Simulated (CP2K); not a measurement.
Set up this calculation in CP2K 2026.2, as the native input.

- Task: single point
- Functional: PBE
- Potentials or basis: POTENTIAL_UZH Ge GTH-PBE-q4; TZVP-MOLOPT-PBE-GTH basis
- Density cutoff: 6123 eV
- k mesh: 8 × 8 × 4
- Occupations: gaussian, width 0.05 eV
- Spin: no spin polarisation
- SCF solver: diagonalisation with k points
- Quickstep method: GPW
- EPS_DEFAULT: 1.0E-10
- EPS_SCF: 1.0E-6
- MAX_SCF: 100
- SCF_GUESS: ATOMIC
- k points reduced by the point group: yes
- Mesh centred on Gamma: yes
- CHOLESKY: OFF
- EPS_EIGVAL: 1.0E-7
- MIXING METHOD: BROYDEN_MIXING
- MIXING ALPHA: 0.4
- NBUFFER: 8
- NGRIDS: 4
- Basis sets: Ge TZVP-MOLOPT-PBE-GTH-q4
- Potentials: Ge GTH-PBE-q4 of POTENTIAL_UZH
- ADDED_MOS: [14]
- REL_CUTOFF (Ry): 60 Ry
- MIXING BETA (1/bohr): 1.5 1/bohr
- CUTOFF of the grids: 450 Ry

Crystal: Ge.

```
Ge
1.0
     3.99759    0.00000    0.00000
    -1.99879    3.46201    0.00000
     0.00000    0.00000    6.59938
Ge
4
Cartesian
  0.0000 2.3080 6.1843
  1.9988 1.1540 2.8846
  0.0000 2.3080 3.7148
  1.9988 1.1540 0.4151
```

This isn't the form of Ge at room conditions, which is diamond.

One way to write it, as run:

ge_scf.inp

```
&GLOBAL
  PROJECT ge_scf
  RUN_TYPE ENERGY_FORCE
  PRINT_LEVEL LOW
&END GLOBAL
&FORCE_EVAL
  METHOD QS
  STRESS_TENSOR ANALYTICAL
  &DFT
    BASIS_SET_FILE_NAME BASIS_MOLOPT_UZH
    POTENTIAL_FILE_NAME POTENTIAL_UZH
    &MGRID
      CUTOFF 450
      REL_CUTOFF 60
      NGRIDS 4
    &END MGRID
    &QS
      METHOD GPW
      EPS_DEFAULT 1.0E-10
    &END QS
    &KPOINTS
      SCHEME MONKHORST-PACK 8 8 4
      GAMMA_CENTERED T
      SYMMETRY T
      SYMMETRY_BACKEND SPGLIB
    &END KPOINTS
    &SCF
      SCF_GUESS ATOMIC
      EPS_SCF 1.0E-6
      MAX_SCF 100
      ADDED_MOS 14
      CHOLESKY OFF
      EPS_EIGVAL 1.0E-7
      &DIAGONALIZATION ON
        ALGORITHM STANDARD
      &END DIAGONALIZATION
      &MIXING ON
        METHOD BROYDEN_MIXING
        ALPHA 0.4
        BETA 1.5
        NBUFFER 8
      &END MIXING
      &SMEAR ON
        METHOD GAUSSIAN
        SIGMA [eV] 0.05
      &END SMEAR
    &END SCF
    &XC
      &XC_FUNCTIONAL
        &GGA_X_PBE
        &END GGA_X_PBE
        &GGA_C_PBE
        &END GGA_C_PBE
      &END XC_FUNCTIONAL
    &END XC
    &PRINT
      &KPOINTS ON
      &END KPOINTS
      &MULLIKEN ON
      &END MULLIKEN
      &MO ON
        ENERGIES T
        OCCUPATION_NUMBERS T
        &EACH
          QS_SCF 0
        &END EACH
        ADD_LAST NUMERIC
      &END MO
      &E_DENSITY_CUBE ON
        STRIDE 1
      &END E_DENSITY_CUBE
      &V_HARTREE_CUBE ON
        STRIDE 1
      &END V_HARTREE_CUBE
      &ELF_CUBE ON
        STRIDE 1
      &END ELF_CUBE
    &END PRINT
  &END DFT
  &SUBSYS
    &CELL
      ABC 3.9975858431 3.9975858432 6.5993779500
      ALPHA_BETA_GAMMA 90.0000000000 90.0000000000 120.0000000001
      PERIODIC XYZ
    &END CELL
    &COORD
      SCALED
      Ge  0.3333333333 0.6666666667 0.9370987500
      Ge  0.6666666667 0.3333333333 0.4370987500
      Ge  0.3333333333 0.6666666667 0.5629012500
      Ge  0.6666666667 0.3333333333 0.0629012500
    &END COORD
    &KIND Ge
      BASIS_SET TZVP-MOLOPT-PBE-GTH-q4
      POTENTIAL GTH-PBE-q4
    &END KIND
    &PRINT
      &ATOMIC_COORDINATES ON
      &END ATOMIC_COORDINATES
      &CELL ON
      &END CELL
      &SYMMETRY ON
      &END SYMMETRY
    &END PRINT
  &END SUBSYS
  &PRINT
    &FORCES ON
    &END FORCES
    &STRESS_TENSOR ON
    &END STRESS_TENSOR
  &END PRINT
&END FORCE_EVAL
```

Potentials or basis: POTENTIAL_UZH Ge GTH-PBE-q4; TZVP-MOLOPT-PBE-GTH basis.

Run with:

```console
$ OMP_NUM_THREADS=1 cp2k.psmp -i ge_scf.inp -o ge_scf.out
```

Results of the run:

```
Pressure               : 3.3 GPa
Largest force          : 0.029 eV/Å
Band gap on the k mesh : 0.13 eV, direct
```

Caveat: the basis of atomic orbitals isn't converged, which shifts pressures, moduli and gaps.

Run time: 18 s on 1 thread of Arm Neoverse V2 (shared host), peak memory 0.35 GiB.
